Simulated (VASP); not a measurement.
Input of a VASP 6.6.1 run:

INCAR

```
  ALGO = Fast
  DIPOL = 0.5 0.5 0.500
  EDIFF = 1E-6
  ENCUT = 600
  GGA = PE
  IDIPOL = 3
  ISIF = 2
  ISMEAR = -1
  LASPH = True
  LCHARG = True
  LDIPOL = True
  LELF = True
  LREAL = False
  LVACPOTAV = True
  LVHAR = True
  LWAVE = False
  NELM = 60
  PREC = Accurate
  SIGMA = 0.05
```

KPOINTS

```
k-points
0
Gamma
  5 5 1
```

Contents of POSCAR:

```
K
1.0
    4.7864284507      0.0000000000      0.0000000000
   -2.3932142254      4.1451686318      0.0000000000
    0.0000000000      0.0000000000     30.5168343227
K
5
Direct
    0.0000000000      0.0000000000      0.2457659900
    0.6666666667      0.3333333333      0.3728519591
    0.3333333333      0.6666666667      0.4999379282
    0.6666666667      0.3333333333      0.6271480409
    0.3333333333      0.6666666667      0.7542340100
```

Potentials or basis: VASP PAW PBE potentials, release 54 (K_pv).

Run with:

```console
$ cat potpaw_PBE.54/K_pv/POTCAR > POTCAR
$ mpirun -np 1 vasp_std > vasp.out
```

(1) What does it give for the work function of the lower face?

(2) Predict the work function of the upper face.

(3) Estimate the band gap on the k mesh.

(4) What does it give for the largest force?

Answers

(1) 2.28 eV.

(2) 2.28 eV.

(3) none (metal or under the smearing width).

(4) 0.042 eV/Å.
